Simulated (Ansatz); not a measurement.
**NbH2: zone-centre modes**

The calculation used DFT PBEsol, scalar-relativistic, plane waves, PAW in Ansatz 0.2.0. Settings: 420 eV plane-wave cutoff, Γ-centred 16×16×16 mesh, Fermi-Dirac smearing of 0.15 eV. No spin polarisation. Phonons by linear response, acoustic sum rule imposed.

The cell, relaxed at this level:
```
Nb H
1.0
     0.00000    2.26032    2.26032
     2.26032    0.00000    2.26032
     2.26032    2.26032    0.00000
Nb H
1 2
Direct
  0.00000 0.00000 0.00000
  0.25000 0.25000 0.25000
  0.75000 0.75000 0.75000
```

In a metal, frequencies and elastic constants depend on the k mesh and the smearing, soft modes and shear constants most.

Q: Is this structure stable against zone-centre distortions?

A: Yes, at Γ: no optical mode is imaginary. Strains and other wave vectors aren't tested by this run.

Q: List the optical modes at Γ (i marks imaginary ones).

A:
| frequency (cm⁻¹) | degeneracy |
| --- | --- |
| 1112 | 3 |
| 1294 | 3 |